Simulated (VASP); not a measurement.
# ZnO (I4/mmm) in VASP: single point with PBE

Aim: the single point of ZnO with PBE.

All numbers are computed with VASP 6.6.1; they aren't measurements. Logs are shortened: lines on timing, memory, paths and dates and some standing lists are left out, and cuts for length are marked.

## 1. The cell of the first run

It takes space group I4/mmm (No. 139, tetragonal). The conventional cell has a = 3.018 Å, b = 3.018 Å, c = 4.513 Å, α = 90.00°, β = 90.00°, γ = 90.00°. Around Zn (site symmetry 4/mmm) lie 6 O at 2.13 to 2.26 Å. O (site symmetry 4/mmm) has 6 Zn at 2.13 to 2.26 Å as nearest neighbours.

The cell was built by a generator and needn't be a form met in nature.

## 2. Single point, PBE (uniaxial_z strain +5.8%)

The input, INCAR:

```
  PREC = Accurate
  ENCUT = 520
  EDIFF = 1E-7
  ISMEAR = -1
  SIGMA = 0.02
  LREAL = F
  LASPH = T
  NELM = 100
  ALGO = Fast
  ISIF = 2
  LWAVE = F
  LCHARG = F
  GGA = PE
  NBANDS = 16
```

The input, KPOINTS:

```
regular mesh
0
Gamma
  10 10 10
```

The input, POSCAR:

```
ZnO
1.0
    0.0000000000      2.1337704597      2.2566756382
    2.1337704597      0.0000000000      2.2566756382
    2.1337704597      2.1337704597      0.0000000000
Zn O
1 1
Direct
    0.0000000000      0.0000000000      0.0000000000
    0.5000000000      0.5000000000      0.5000000000
```

Potentials or basis: VASP PAW PBE potentials, release 64 (Zn, O).

Run with:

```console
$ cat potpaw_PBE.64/Zn/POTCAR potpaw_PBE.64/O/POTCAR > POTCAR
$ mpirun -np 1 vasp_std > vasp.out
```

OUTCAR:

```text
PREC = Accurate
   ENCUT = 520
   EDIFF = 1E-7
   ISMEAR = -1
   LREAL = F
   LASPH = T
   NELM = 100
   ISIF = 2
   GGA = PE

 ion  position               nearest neighbor table
   1  0.000  0.000  0.000-   2 2.13   2 2.13   2 2.13   2 2.13   2 2.26   2 2.26
   2  0.500  0.500  0.500-   1 2.13   1 2.13   1 2.13   1 2.13   1 2.26   1 2.26

  LATTYP: Found a body centered tetragonal cell.
 ALAT       =     3.0176071231
 C/A-ratio  =     1.4956722636

  Lattice vectors:

 A1 = (  -2.1337704597,   0.0000000000,   2.2566756382)
 A2 = (   2.1337704597,   0.0000000000,   2.2566756382)
 A3 = (   0.0000000000,   2.1337704597,  -2.2566756382)

Analysis of symmetry for initial positions (statically):
=====================================================================
 Subroutine PRICEL returns:
 Original cell was already a primitive cell.

 Routine SETGRP: Setting up the symmetry group for a
 body centered tetragonal supercell.

 Subroutine GETGRP returns: Found 16 space group operations
 (whereof 16 operations were pure point group operations)
 out of a pool of 16 trial point group operations.

The static configuration has the point symmetry D_4h.

Analysis of symmetry for dynamics (positions and initial velocities):
=====================================================================
 Subroutine PRICEL returns:
 Original cell was already a primitive cell.

 Routine SETGRP: Setting up the symmetry group for a
 body centered tetragonal supercell.

 Subroutine GETGRP returns: Found 16 space group operations
 (whereof 16 operations were pure point group operations)
 out of a pool of 16 trial point group operations.

The dynamic configuration has the point symmetry D_4h.

 Subroutine INISYM returns: Found 16 space group operations
 (whereof 16 operations are pure point group operations),
 and found     1 'primitive' translations

----------------------------------------------------------------------------------------

                                     Primitive cell

  volume of cell :      20.5492

  direct lattice vectors                    reciprocal lattice vectors
     0.000000000  2.133770460  2.256675638    -0.234326986  0.234326986  0.221564850
     2.133770460  0.000000000  2.256675638     0.234326986 -0.234326986  0.221564850
     2.133770460  2.133770460  0.000000000     0.234326986  0.234326986 -0.221564850

  length of vectors
     3.105730399  3.105730399  3.017607123     0.398634238  0.398634238  0.398634238

  position of ions in fractional coordinates (direct lattice)
     0.000000000  0.000000000  0.000000000
     0.500000000  0.500000000  0.500000000

  ion indices of the primitive-cell ions
   primitive index   ion index
                 1           1
                 2           2

----------------------------------------------------------------------------------------

 KPOINTS: regular mesh

Automatic generation of k-mesh.
 Grid dimensions read from file:
 generate k-points for:   10   10   10

 Generating k-lattice:

  Cartesian coordinates                     Fractional coordinates (reciprocal lattice)
    -0.023432699  0.023432699  0.022156485     0.100000000 -0.000000000  0.000000000
     0.023432699 -0.023432699  0.022156485    -0.000000000  0.100000000  0.000000000
     0.023432699  0.023432699 -0.022156485     0.000000000  0.000000000  0.100000000

  Length of vectors
     0.039863424  0.039863424  0.039863424

  Shift w.r.t. Gamma in fractional coordinates (k-lattice)
     0.000000000  0.000000000  0.000000000

 Subroutine IBZKPT returns following result:
 ===========================================

 Found    102 irreducible k-points:

 Following reciprocal coordinates:
            Coordinates               Weight
  0.000000  0.000000  0.000000      1.000000
  0.100000  0.000000  0.000000      8.000000
  0.200000  0.000000  0.000000      8.000000
  0.300000  0.000000  0.000000      8.000000
  0.400000 -0.000000  0.000000      8.000000
  0.500000  0.000000  0.000000      4.000000
[... 16 lines left out ...]
  0.300000  0.300000  0.000000      2.000000
  0.400000  0.300000  0.000000      8.000000
 [... further k-points ...]
   k-points           NKPTS =    102   k-points in BZ     NKDIM =    102   number of bands    NBANDS=     16
   number of dos      NEDOS =    301   number of ions     NIONS =      2
   total plane-waves  NPLWV =  13824
   dimension x,y,z NGX =    24 NGY =   24 NGZ =   24
   dimension x,y,z NGXF=    48 NGYF=   48 NGZF=   48
   ions per type =               1   1
   NGX,Y,Z   is equivalent  to a cutoff of  12.85, 12.85, 13.22 a.u.
   NGXF,Y,Z  is equivalent  to a cutoff of  25.69, 25.69, 26.44 a.u.
 SYSTEM =  unknown system
   PREC   = accura    normal or accurate (medium, high low for compatibility)
   ISTART =      0    job   : 0-new  1-cont  2-samecut
   ICHARG =      2    charge: 1-file 2-atom 10-const
   ISPIN  =      1    spin polarized calculation?
   LNONCOLLINEAR =      F non collinear calculations
   LSORBIT =      F    spin-orbit coupling
   LASPH  =      T    aspherical Exc in radial PAW
   ENCUT  =  520.0 eV  38.22 Ry    6.18 a.u.   5.77  5.77  5.61*2*pi/ulx,y,z
   NELM   =    100;   NELMIN=  2; NELMDL= -5     # of ELM steps
   EDIFF  = 0.1E-06   stopping-criterion for ELM
   LREAL  =      F    real-space projection
   EDIFFG = 0.1E-05   stopping-criterion for IOM
   NSW    =      0    number of steps for IOM
   IBRION =     -1    ionic relax: 0-MD 1-quasi-New 2-CG
   NFREE  =      0    steps in history (QN), initial steepest desc. (CG)
   ISIF   =      2    stress and relaxation
   ISYM   =      2    0-nonsym 1-usesym 2-fastsym
   POTIM  = 0.5000    time-step for ionic-motion
   TEBEG  =    0.0;   TEEND  =   0.0 temperature during run
   PSTRESS=    0.0 pullay stress
   NELECT =      18.0000    total number of electrons
   NUPDOWN=      -1.0000    fix difference up-down
   EMIN   =  10.00;   EMAX   =-10.00  energy-range for DOS
   EFERMI =   0.00;   METHOD = LEGACY
   ISMEAR =    -1;   SIGMA  =   0.02  broadening in eV -4-tet -1-fermi 0-gaus
   EFERMI_NEDOS =   21; number of points for ismear=-14 and -15
   IALGO  =     68    algorithm
   IMIX   =      4    mixing-type and parameters
     AMIX     =   0.40;   BMIX     =  1.00
     AMIX_MAG =   1.60;   BMIX_MAG =  1.00
  volume/ion in A,a.u.               =      10.27        69.34
  Fermi-wavevector in a.u.,A,eV,Ry     =   1.566393  2.960054 33.383092  2.453588
  Thomas-Fermi vector in A             =   2.668728
   LORBIT       =      0    0 simple, 1 ext, 2 COOP (PROOUT), +10 PAW based schemes
   GGA     = PE    functional components
   LHFCALC =     F    Hartree Fock is set to
   AEXX    =    0.0000 exact exchange contribution
   IVDW    =     0    specifies the selected vdW correction
   LEPSILON=     F    determine dielectric tensor
   LRPA    =     F    only Hartree local field effects (RPA)
 non-spin polarized calculation
 RMM-DIIS sequential band-by-band and
  energy-cutoff  :      520.00
  volume of cell :       20.55
 maximum number of plane-waves:       568
   NGX = 11   NGY = 11   NGZ = 11

 number of electron      18.0000015 magnetization

 Free energy of the ion-electron system (eV)
  ---------------------------------------------------
  ext. energy  EPLUGINS =         0.00000000
  ---------------------------------------------------
  free energy    TOTEN  =        -8.62202901 eV

  energy without entropy =       -8.62202901  energy(sigma->0) =       -8.62202901

 E-fermi :   2.7036     XC(G=0): -12.0226

 val. band max:        2.4140911696   @ k =   0.5000   0.0000   0.0000
 cond. band min:       2.9545102656   @ k =   0.0000   0.0000   0.0000
 fundamental gap:      0.5404190960
 Fermi energy:         2.7035850106

 k-point     1 :       0.0000    0.0000    0.0000
  band No.  band energies     occupation
      1     -15.9345      2.00000
      2      -2.5802      2.00000
      3      -2.5069      2.00000
      4      -2.5069      2.00000
      5      -2.3994      2.00000
      6      -2.2849      2.00000
[... 8 lines left out ...]
     15      20.4426      0.00000
     16      21.6412      0.00000

 k-point     2 :       0.1000    0.0000    0.0000
  band No.  band energies     occupation
      1     -15.8332      2.00000
      2      -2.6186      2.00000
      3      -2.5604      2.00000
      4      -2.5104      2.00000
      5      -2.4449      2.00000
      6      -2.3910      2.00000
[... 8 lines left out ...]
     15      21.4536      0.00000
     16      21.6531      0.00000

 k-point     3 :       0.2000    0.0000    0.0000
  band No.  band energies     occupation
      1     -15.5542      2.00000
      2      -2.9442      2.00000
      3      -2.7968      2.00000
      4      -2.7630      2.00000
      5      -2.3805      2.00000
      6      -2.3763      2.00000
[... 8 lines left out ...]
     15      22.2706      0.00000
     16      22.3463      0.00000

 k-point     4 :       0.3000    0.0000    0.0000
  band No.  band energies     occupation
      1     -15.1766      2.00000
      2      -3.7086      2.00000
      3      -3.0830      2.00000
      4      -3.0721      2.00000
      5      -2.2860      2.00000
      6      -2.2615      2.00000
[... 8 lines left out ...]
     15      23.6363      0.00000
     16      23.6690      0.00000

 k-point     5 :       0.4000   -0.0000    0.0000
  band No.  band energies     occupation
      1     -14.8372      2.00000
      2      -4.4597      2.00000
      3      -3.3111      2.00000
      4      -3.2744      2.00000
      5      -2.2094      2.00000
      6      -2.1598      2.00000
[... 8 lines left out ...]
     15      25.2224      0.00000
     16      25.3658      0.00000

 k-point     6 :       0.5000    0.0000    0.0000
  band No.  band energies     occupation
      1     -14.6975      2.00000
      2      -4.7577      2.00000
      3      -3.3925      2.00000
      4      -3.3476      2.00000
      5      -2.1797      2.00000
      6      -2.1201      2.00000
[... 8 lines left out ...]
     15      26.1193      0.00000
     16      26.5355      0.00000

 k-point     7 :       0.1000    0.1000    0.0000
  band No.  band energies     occupation
      1     -15.8170      2.00000
      2      -2.6372      2.00000
      3      -2.6116      2.00000
      4      -2.4944      2.00000
      5      -2.4944      2.00000
      6      -2.2714      2.00000
[... 8 lines left out ...]
     15      23.0895      0.00000
     16      23.4565      0.00000

 k-point     8 :       0.2000    0.1000    0.0000
  band No.  band energies     occupation
      1     -15.6150      2.00000
      2      -2.9375      2.00000
      3      -2.7047      2.00000
      4      -2.5504      2.00000
      5      -2.4501      2.00000
      6      -2.2999      2.00000
[... 8 lines left out ...]
     15      22.9455      0.00000
     16      24.2708      0.00000

 k-point     9 :       0.3000    0.1000    0.0000
  band No.  band energies     occupation
      1     -15.2818      2.00000
      2      -3.4085      2.00000
      3      -2.9812      2.00000
      4      -2.8231      2.00000
      5      -2.3545      2.00000
      6      -2.2515      2.00000
[... 8 lines left out ...]
     15      22.9092      0.00000
     16      25.0539      0.00000
[... 172 lines left out ...]
 k-point    19 :       0.5000    0.2000    0.0000
  band No.  band energies     occupation
      1     -14.7048      2.00000
      2      -4.0502      2.00000
      3      -3.2649      2.00000
      4      -3.0970      2.00000
      5      -2.2112      2.00000
      6      -2.1432      2.00000
[... 8 lines left out ...]
     15      25.8597      0.00000
     16      27.6042      0.00000

 k-point    20 :      -0.4000    0.2000    0.0000
  band No.  band energies     occupation
      1     -14.6261      2.00000
      2      -4.2899      2.00000
      3      -3.2765      2.00000
      4      -3.2489      2.00000
      5      -2.1802      2.00000
      6      -2.1371      2.00000
[... 8 lines left out ...]
     15      25.0697      0.00000
     16      25.6927      0.00000

 k-point    21 :      -0.3000    0.2000    0.0000
  band No.  band energies     occupation
      1     -14.7598      2.00000
      2      -4.2200      2.00000
      3      -3.3168      2.00000
      4      -3.1072      2.00000
      5      -2.2530      2.00000
      6      -2.1227      2.00000
[... 8 lines left out ...]
     15      24.1725      0.00000
     16      24.5166      0.00000

 k-point    22 :      -0.2000    0.2000    0.0000
  band No.  band energies     occupation
      1     -15.0392      2.00000
      2      -3.8655      2.00000
      3      -3.2204      2.00000
      4      -2.9445      2.00000
      5      -2.3318      2.00000
      6      -2.1738      2.00000
[... 8 lines left out ...]
     15      23.1578      0.00000
     16      25.0254      0.00000

 k-point    23 :       0.3000    0.3000    0.0000
  band No.  band energies     occupation
      1     -15.1213      2.00000
      2      -3.4692      2.00000
      3      -2.7953      2.00000
      4      -2.3206      2.00000
      5      -2.3206      2.00000
      6      -2.1917      2.00000
[... 8 lines left out ...]
     15      29.3143      0.00000
     16      29.7222      0.00000

 k-point    24 :       0.4000    0.3000    0.0000
  band No.  band energies     occupation
      1     -14.9105      2.00000
      2      -3.4842      2.00000
      3      -2.8890      2.00000
      4      -2.4429      2.00000
      5      -2.2547      2.00000
      6      -2.1311      2.00000
[... 8 lines left out ...]
     15      29.0211      0.00000
     16      29.7639      0.00000

 [... further k-points ...]

------------------------ aborting loop because EDIFF is reached ----------------------------------------

  FORCE on cell =-STRESS in cart. coord.  units (eV):
  Direction    XX          YY          ZZ          XY          YZ          ZX
  --------------------------------------------------------------------------------------
  -------------------------------------------------------------------------------------
  Total        0.1418823      0.1418823     -0.3991794      0.0000000      0.0000000      0.0000000
  in kB       11.0622738     11.0622738    -31.1231965      0.0000000      0.0000000      0.0000000
  external PRESSURE =      -2.9995497 kB  Pullay stress =       0.0000000 kB

 VOLUME and BASIS-vectors are now :
 -----------------------------------------------------------------------------
  energy-cutoff  :      520.00
  volume of cell :       20.55
      direct lattice vectors                 reciprocal lattice vectors
     0.000000000  2.133770460  2.256675638    -0.234326986  0.234326986  0.221564850
     2.133770460  0.000000000  2.256675638     0.234326986 -0.234326986  0.221564850
     2.133770460  2.133770460  0.000000000     0.234326986  0.234326986 -0.221564850

 POSITION                                       TOTAL-FORCE (eV/Angst)
 -----------------------------------------------------------------------------------
      0.00000      0.00000      0.00000         0.000000      0.000000     -0.000000
      2.13377      2.13377      2.25668         0.000000      0.000000      0.000000
 -----------------------------------------------------------------------------------
    total drift:                                0.000000     -0.000000     -0.000000

  FREE ENERGIE OF THE ION-ELECTRON SYSTEM (eV)
  ---------------------------------------------------
  free  energy   TOTEN  =        -8.6220290144 eV

  energy  without entropy=       -8.6220290102  energy(sigma->0) =       -8.62202901
```

Wall time 27 s (1 thread of Intel Xeon Platinum 8488C (Sapphire Rapids), shared host); peak memory 0.15 GiB.

What came out:

- Free energy: -8.6220 eV
- Pressure: -0.3 GPa
- Band gap on the k mesh: 0.54 eV, indirect (least direct gap 1.74 eV)

Levels at points of the mesh, in eV from the valence-band top:
```
           k point  band 5  band 6  band 7  band 8  band 9  band 10  band 11  band 12  band 13  band 14
(0.00, 0.00, 0.00)   -4.81   -4.70   -1.46   -1.46   -1.20     0.54    17.39    17.43    17.67    17.67
(0.50, 0.00, 0.00)   -4.59   -4.53   -3.72   -0.31    0.00     5.19     8.54    11.92    12.99    18.63
(0.50, 0.50, 0.00)   -4.48   -4.48   -4.27   -2.60   -2.60     3.90     9.72    11.49    15.27    15.27
(0.50, 0.00, 0.50)   -4.51   -4.41   -4.14   -3.04   -2.51     3.87    10.48    10.83    14.03    15.09
```

A k mesh can miss the band edges.
